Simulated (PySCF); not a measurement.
Species: C₃H₅N₂ (charge +1).
Atom-mapped SMILES: `[cH:1]1[cH:2][nH+:3][cH:4][nH:5]1` (hydrogens: H6 on C1; H7 on C2; H8 on N3; H9 on C4; H10 on N5)

The same species was optimised twice, with GFN2-xTB and with PBE0-D3(BJ)/def2-SVP (PySCF), and the same property calculations (PySCF, gas phase) were run on both structures.

```json
{"coordinate": "C2–H7 (Å)", "GFN2-xTB": "1.071", "PBE0-D3(BJ)/def2-SVP": "1.087", "change": "+0.016"}
{"coordinate": "C1–H6 (Å)", "GFN2-xTB": "1.071", "PBE0-D3(BJ)/def2-SVP": "1.087", "change": "+0.016"}
{"coordinate": "C4–H9 (Å)", "GFN2-xTB": "1.074", "PBE0-D3(BJ)/def2-SVP": "1.089", "change": "+0.015"}
{"coordinate": "C2–N3 (Å)", "GFN2-xTB": "1.362", "PBE0-D3(BJ)/def2-SVP": "1.374", "change": "+0.012"}
{"coordinate": "C1–N5 (Å)", "GFN2-xTB": "1.362", "PBE0-D3(BJ)/def2-SVP": "1.374", "change": "+0.012"}
{"coordinate": "N3–H8 (Å)", "GFN2-xTB": "1.013", "PBE0-D3(BJ)/def2-SVP": "1.018", "change": "+0.005"}
{"coordinate": "N5–H10 (Å)", "GFN2-xTB": "1.013", "PBE0-D3(BJ)/def2-SVP": "1.018", "change": "+0.005"}
{"coordinate": "C4–N5 (Å)", "GFN2-xTB": "1.328", "PBE0-D3(BJ)/def2-SVP": "1.330", "change": "+0.002"}
{"coordinate": "C1–C2 (Å)", "GFN2-xTB": "1.362", "PBE0-D3(BJ)/def2-SVP": "1.364", "change": "+0.002"}
{"coordinate": "N3–C4 (Å)", "GFN2-xTB": "1.328", "PBE0-D3(BJ)/def2-SVP": "1.330", "change": "+0.002"}
{"coordinate": "C4–N3–H8 (°)", "GFN2-xTB": "125.7", "PBE0-D3(BJ)/def2-SVP": "124.4", "change": "-1.3"}
{"coordinate": "C4–N5–H10 (°)", "GFN2-xTB": "125.7", "PBE0-D3(BJ)/def2-SVP": "124.4", "change": "-1.3"}
{"coordinate": "N3–C4–N5 (°)", "GFN2-xTB": "108.1", "PBE0-D3(BJ)/def2-SVP": "107.1", "change": "-1.0"}
{"coordinate": "C2–N3–C4 (°)", "GFN2-xTB": "109.1", "PBE0-D3(BJ)/def2-SVP": "110.1", "change": "+1.0"}
{"coordinate": "C1–N5–C4 (°)", "GFN2-xTB": "109.1", "PBE0-D3(BJ)/def2-SVP": "110.0", "change": "+0.9"}
{"coordinate": "C1–C2–H7 (°)", "GFN2-xTB": "130.2", "PBE0-D3(BJ)/def2-SVP": "130.9", "change": "+0.7"}
{"coordinate": "C2–C1–H6 (°)", "GFN2-xTB": "130.2", "PBE0-D3(BJ)/def2-SVP": "130.9", "change": "+0.7"}
{"coordinate": "N3–C4–H9 (°)", "GFN2-xTB": "125.9", "PBE0-D3(BJ)/def2-SVP": "126.5", "change": "+0.6"}
```

Rotational constants: A = 9590, B = 9083, C = 4665 MHz (GFN2-xTB) against A = 9371, B = 9114, C = 4620 MHz (PBE0-D3(BJ)/def2-SVP). Point groups within 0.08 Å: C2v and C2v.

On the GFN2-xTB structure: lowest singlet, TDDFT (eV) 6.31 [B3LYP/def2-SVPD]; lowest triplet, Tamm–Dancoff (eV) 4.51 [B3LYP/def2-SVPD]; isotropic polarisability (au) 41.0 [B3LYP/def2-SVPD]; HOMO (eV) -12.67 [B3LYP/def2-SVPD]; LUMO (eV) -6.01 [B3LYP/def2-SVPD]; HOMO (eV) -12.92 [PBE0/pcSseg-1]; LUMO (eV) -5.71 [PBE0/pcSseg-1]; GIAO shielding of C1/C2 (mean) (ppm) 58.3 [PBE0/pcSseg-1]; GIAO shielding of N3/N5 (mean) (ppm) 72.4 [PBE0/pcSseg-1]; GIAO shielding of C4 (ppm) 50.0 [PBE0/pcSseg-1]; C1s of C1 (eV) 297.30 [delta-SCF UKS SCAN, pcX-2 on the ionised atom, pcseg-1 elsewhere, spin-free X2C]; N1s of N3 (eV) 413.26 [delta-SCF UKS SCAN, pcX-2 on the ionised atom, pcseg-1 elsewhere, spin-free X2C]; C1s of C4 (eV) 298.69 [delta-SCF UKS SCAN, pcX-2 on the ionised atom, pcseg-1 elsewhere, spin-free X2C].

Problem. What do these properties become on the PBE0-D3(BJ)/def2-SVP structure?

Solution. 
```csv
property,level,on GFN2-xTB,on PBE0-D3(BJ)/def2-SVP,change
"lowest singlet, TDDFT (eV)",B3LYP/def2-SVPD,6.31,6.32,+0.01
"lowest triplet, Tamm–Dancoff (eV)",B3LYP/def2-SVPD,4.51,4.54,+0.03
isotropic polarisability (au),B3LYP/def2-SVPD,41.0,41.6,+0.6
HOMO (eV),B3LYP/def2-SVPD,-12.67,-12.70,-0.03
LUMO (eV),B3LYP/def2-SVPD,-6.01,-6.02,-0.01
"energy, GFN2-xTB geometry as zero (kcal/mol)",B3LYP/def2-SVPD,0.0,-0.8,-0.8
HOMO (eV),PBE0/pcSseg-1,-12.92,-12.94,-0.02
LUMO (eV),PBE0/pcSseg-1,-5.71,-5.72,-0.01
"energy, GFN2-xTB geometry as zero (kcal/mol)",PBE0/pcSseg-1,0.0,-0.4,-0.4
GIAO shielding of C1/C2 (mean) (ppm),PBE0/pcSseg-1,58.3,56.7,-1.6
GIAO shielding of N3/N5 (mean) (ppm),PBE0/pcSseg-1,72.4,70.1,-2.3
GIAO shielding of C4 (ppm),PBE0/pcSseg-1,50.0,48.6,-1.4
C1s of C1 (eV),"delta-SCF UKS SCAN, pcX-2 on the ionised atom, pcseg-1 elsewhere, spin-free X2C",297.30,297.35,+0.05
N1s of N3 (eV),"delta-SCF UKS SCAN, pcX-2 on the ionised atom, pcseg-1 elsewhere, spin-free X2C",413.26,413.19,-0.07
C1s of C4 (eV),"delta-SCF UKS SCAN, pcX-2 on the ionised atom, pcseg-1 elsewhere, spin-free X2C",298.69,298.72,+0.03
```

The heavy atoms differ by 0.010 Å rms after alignment. Among all bonds C1–H6, C2–H7 and C4–H9 change most and about equally (+0.015 to +0.016 Å). Changes are differences of the printed values. Neither structure is proved a minimum here. Geometry: PBE0-D3(BJ)/def2-SVP; no solvent, vibrations or thermal averaging.
